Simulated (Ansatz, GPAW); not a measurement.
**One calculation of Co, 3 ways**

```xyz
2
Lattice="2.4720 0.0000 0.0000 -1.2360 2.1408 0.0000 0.0000 0.0000 4.0211" Properties=species:S:1:pos:R:3 pbc="T T T"
Co    1.2360    0.7136    3.0159
Co    0.0000    1.4272    1.0053
```

Alike in all runs: task single point; functional PBE; k mesh 12 × 12 × 7; occupations gaussian, width 0.011 eV; collinear spin, ferromagnetic start; no spin-orbit coupling. Pressure is positive in compression and, in plane waves, holds the error of the finite cutoff, which Ansatz's Pulay term estimates and takes out.

```tsv
program and potentials	plane-wave cutoff (eV)	notes	pressure (GPa)	net moment per atom (μB)
Ansatz, Ansatz PAW	420	17 valence electrons an atom on average	?	?
GPAW, GPAW PAW data sets (gpaw-data 1.2.1)	600	9 valence electrons an atom on average	4.82	1.61
Ansatz, all-electron LAPW, scalar-relativistic	-	-	4.63	1.61
```

Q: Estimate from the other rows what the run with Ansatz, Ansatz PAW gave.

A: Pressure 4.75 GPa; net moment per atom 1.61 μB. Its pressure holds a Pulay term of +0.18 GPa. The other rows, which needn't bracket it: pressure 4.63 to 4.82; net moment per atom 1.61.
